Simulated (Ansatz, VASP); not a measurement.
This is a calculation of Ni for VASP 6.6.1. 

INCAR

```
PREC = Accurate
ENCUT = 600
EDIFF = 1E-6
ISMEAR = -1
SIGMA = 0.05
LREAL = F
LASPH = T
NELM = 100
ALGO = Normal
ISIF = 3
LWAVE = F
LCHARG = F
ISPIN = 2
MAGMOM = 1
LORBIT = 11
LMAXMIX = 4
GGA = B5
ALDAX = 1.0
AGGAX = 1.0
AGGAC = 1.0
ALDAC = 0.0
IVDW = 12
VDW_S6 = 1.0
VDW_S8 = 2.6996
VDW_A1 = 0.4298
VDW_A2 = 4.2359
IBRION = 2
NSW = 40
EDIFFG = -0.02
```

Contents of KPOINTS:

```
Automatic mesh
0
Gamma
  13 13 13
```

File POSCAR:

```
Ni
1.0
    0.0000000000      1.7375729330      1.7375729330
    1.7375729330      0.0000000000      1.7375729330
    1.7375729330      1.7375729330      0.0000000000
Ni
1
Direct
    0.0000000000      0.0000000000      0.0000000000
```

Potentials or basis: VASP PAW PBE potentials, release 64 (Ni).

Run with:

```bash
$ cat potpaw_PBE.64/Ni/POTCAR > POTCAR
$ mpirun -np 1 vasp_std > vasp.out
```

Question: Set up the same calculation for Ansatz 0.2.0. Potentials or basis there: all-electron LAPW, scalar-relativistic.

Answer: As run (cutoffs and basis follow the program's own potentials, and thresholds, step limits or extra output files can differ):

input.yaml

```yaml
crystal:
  lattice:
    - [0.0, 1.737572933, 1.737572933]
    - [1.737572933, 0.0, 1.737572933]
    - [1.737572933, 1.737572933, 0.0]
  atoms:
    - { symbol: Ni, position: [0.0, 0.0, 0.0], spin: 1.0 }
kpoints:
  mp_grid: { grid: [13, 13, 13] }
scf:
  occupations: { method: fermi_dirac, width: 0.05 }
hamiltonian:
  xc: blyp
  dispersion: d3bj
  pseudopotentials: { kind: all_electron, lapw: { basis_error: 0.001 } }
magnetization:
  spin_polarized: true
output:
  forces: true
  stress: true
relax:
  f_tol: 0.02
  max_steps: 60
  cell: {}
```

Potentials or basis: all-electron LAPW, scalar-relativistic.

Launch:

```console
$ ansatz run input.yaml --threads 2 --pin off --max-ram 6144MiB --backend cpu --events-out ev --progress --plain --runs-dir out
```

Both were run:

|  | VASP | Ansatz |
| --- | --- | --- |
| Relaxed volume | 10.53 Å³/atom | 10.53 Å³/atom |
| Relaxed cell | a = 2.460 Å, b = 2.460 Å, c = 2.460 Å, α = 60.00°, β = 60.00°, γ = 60.00° | a = 2.460 Å, b = 2.460 Å, c = 2.460 Å, α = 60.00°, β = 60.00°, γ = 60.00° |
| Space group after relaxing | Fm-3m (No. 225) | Fm-3m (No. 225) |
| Pressure after relaxing | 0.0 GPa | 0.0 GPa |
| Net moment | 0.61 μB per cell | 0.62 μB per cell |

VASP's potentials were made for PBE.

Where Ansatz's input types no cutoff or centring, it takes its own default and a Γ-centred mesh.

The magnetic state is the one that the start led to; the real crystal's order can differ.

Pressure is positive in compression.
